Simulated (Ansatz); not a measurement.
CsBr, CsCl type, relaxed with r2SCAN. The symmetry is Pm-3m (No. 221, cubic); a = 4.319 Å in the conventional setting, 40.29 Å³ an atom. Around Cs lie 8 Br at 3.74 Å; around Br lie 8 Cs at 3.74 Å.

```yaml
crystal:
  lattice:
    - [4.31938, 0.00000, 0.00000]
    - [0.00000, 4.31938, 0.00000]
    - [0.00000, 0.00000, 4.31938]
  atoms:
    - { symbol: Cs, position: [0.00000, 0.00000, 0.00000] }
    - { symbol: Br, position: [0.50000, 0.50000, 0.50000] }
```

3 runs of the plane-wave code Ansatz on this cell differ in the functional (and in the settings that go with it). Levels are in eV from each run's valence top; v1 is the last filled band, c1 the first empty one.

Run A, mean stress +0.3 GPa (compression positive):

| point | v2 | v1 | c1 | c2 |
| --- | --- | --- | --- | --- |
| Γ | 0.00 | 0.00 | 6.31 | 6.81 |
| X | -0.21 | -0.21 | 7.89 | 9.22 |
| M | -0.62 | 0.00 | 7.15 | 7.40 |

Run B, mean stress +0.7 GPa (compression positive):

| point | v2 | v1 | c1 | c2 |
| --- | --- | --- | --- | --- |
| Γ | 0.00 | 0.00 | 4.44 | 4.95 |
| X | -0.19 | -0.19 | 5.93 | 7.20 |
| M | -0.57 | 0.00 | 5.26 | 5.49 |

Run C, mean stress 0.0 GPa (compression positive):

| point | v2 | v1 | c1 | c2 |
| --- | --- | --- | --- | --- |
| Γ | 0.00 | 0.00 | 5.20 | 5.43 |
| X | -0.19 | -0.19 | 6.44 | 7.87 |
| M | -0.57 | 0.00 | 5.85 | 6.12 |

Problem. Match the runs to PBE, r2SCAN, PBE0.

Solution. A is PBE0, B is PBE, C is r2SCAN. In order of the gap: PBE 4.44, r2SCAN 5.20, PBE0 6.31 eV. The stress vanishes for r2SCAN, which relaxed the cell.

Spin-unpolarised throughout; all numbers are computed.

Spin-orbit coupling is left out.

The program warns that its thresholds are loose for a hybrid's stress.

The meshes of the hybrids are coarse, so their gaps aren't converged to the digits shown.
